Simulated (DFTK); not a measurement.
Wanted: the native input for a DFTK 0.8.2 run.

* Task: band structure
* Functional: LDA
* Potentials or basis: dojo.nc.sr.lda.v0_4_1.standard.upf (LDA)
* Cutoff: 1333 eV
* k mesh: 6 × 6 × 6
* Occupations: fermi-dirac, width 0.05 eV
* Spin: collinear spin, ferromagnetic start
* Starting moments: [1.0] μB
* Hubbard terms: Ni d U = 3 eV
* Start of the occupations: half filled (the program's default)
* Valence electrons: Ni 18
* SCF tolerance on the density: 1e-06
* Symmetries used: no

Crystal: Ni.

```
Ni
1.0
     0.00000    1.73757    1.73757
     1.73757    0.00000    1.73757
     1.73757    1.73757    0.00000
Ni
1
Cartesian
  0.0000 0.0000 0.0000
```

One way to write it, as run:

run.jl

```julia
using DFTK
using PseudoPotentialData
using Unitful, UnitfulAtomic
using LinearAlgebra, Printf
include("save.jl")
disable_threading()

# lattice vectors are the columns
lattice = austrip(1u"Å") * [           0.0    1.737572933    1.737572933;
              1.737572933            0.0    1.737572933;
              1.737572933    1.737572933            0.0]
symbols   = [:Ni]
positions = [[0.0, 0.0, 0.0]]
pseudopotentials = PseudoFamily("dojo.nc.sr.lda.v0_4_1.standard.upf")
elements = Dict(s => ElementPsp(s, pseudopotentials) for s in unique(symbols))
atoms    = [elements[s] for s in symbols]
magnetic_moments = [1.0]

build_model(lattice, positions; symmetries=false) =
    model_DFT(lattice, atoms, positions;
              functionals=LDA(),
              magnetic_moments,
              spin_polarization=:collinear,
              temperature=austrip(0.05u"eV"),
              smearing=Smearing.FermiDirac(),
              extra_terms=[Hubbard(OrbitalManifold(:Ni, "3D") => 3.0u"eV")],
              symmetries)
Ecut  = 49.0  # hartree
kgrid = [6, 6, 6]
tol   = 1e-6
to_GPa = ustrip(uconvert(u"GPa", 1u"hartree/bohr^3"))

model = build_model(lattice, positions)
basis = PlaneWaveBasis(model; Ecut, kgrid)
display(basis)
scfres = self_consistent_field(basis;
                               tol,
                               ρ=guess_density(basis, magnetic_moments),
                               nbandsalg=AdaptiveBands(model; n_bands_converge=14),
                               miniter=2)
display(scfres.energies)
@printf "Fermi level: %.6f eV\n" ustrip(auconvert(u"eV", something(scfres.εF, NaN)))
forces = compute_forces_cart(scfres)
println("Forces (eV/Å)")
for (s, f) in zip(symbols, forces)
    @printf "%-3s %12.6f %12.6f %12.6f\n" s ustrip.(auconvert.(u"eV/Å", f))...
end
stress = compute_stresses_cart(scfres)
println("Stress (GPa)")
display(round.(stress * to_GPa; digits=4))
@printf "Total moment: %.4f μB\n" sum(spin_density(scfres.ρ)) * scfres.basis.dvol
println("Levels at the first k-point (eV): ", round.(ustrip.(auconvert.(u"eV", scfres.eigenvalues[1][1:scfres.n_bands_converge])); digits=4))
save_scf!(scfres; forces, stress)

points = Dict("G" => [0.0, 0.0, 0.0], "K" => [0.375, 0.375, 0.75], "L" => [0.5, 0.5, 0.5], "U" => [0.625, 0.25, 0.625], "W" => [0.5, 0.25, 0.75], "X" => [0.5, 0.0, 0.5])
segments = [("G", "X", 7), ("X", "W", 4), ("W", "K", 3), ("K", "G", 7), ("G", "L", 6), ("L", "U", 4), ("U", "W", 3), ("W", "L", 5), ("L", "K", 4), ("U", "X", 3)]
kcoords = vcat([[points[a] + t * (points[b] - points[a]) for t in range(0, 1, n)] for (a, b, n) in segments]...)
bands = compute_bands(scfres, ExplicitKpoints(kcoords); n_bands=16, tol=1e-5)
for (k, ε) in zip(bands.basis.kpoints, bands.eigenvalues)
    @printf "%d %8.4f %8.4f %8.4f " k.spin k.coordinate...
    println(join([@sprintf("%9.4f", e) for e in ustrip.(auconvert.(u"eV", ε .- scfres.εF))]))
end
results["band_energies"] = rows(bands.eigenvalues); results["band_kpoints"] = rows(kcoords)
```

Potentials or basis: dojo.nc.sr.lda.v0_4_1.standard.upf (LDA).

Command:

```console
$ julia --threads=1 run.jl  # save.jl only writes the numbers to a file and isn't shown; printed stress counts tension as positive; times include loading and compiling
```

It gave:

```json
{
  "Pressure": "-10.1 GPa",
  "Band gap on the k mesh": "none (metal or under the smearing width)",
  "Net moment": "0.60 μB per cell",
  "Absolute moment": "0.72 μB per cell",
  "Site moments": "Ni +0.60 μB"
}
```

Caveat: the k mesh is coarse (spacing up to 0.52 Å⁻¹), so the values aren't converged; the Hubbard orbitals reach further out than in other programs, which can move energies by up to some tens of meV an atom; the U is typed as a test and isn't derived for this compound.

Run time: 10 min on 1 thread of AMD EPYC 7R43 64-Core Processor (Zen 3), with other jobs on the host, peak memory 2.7 GiB.
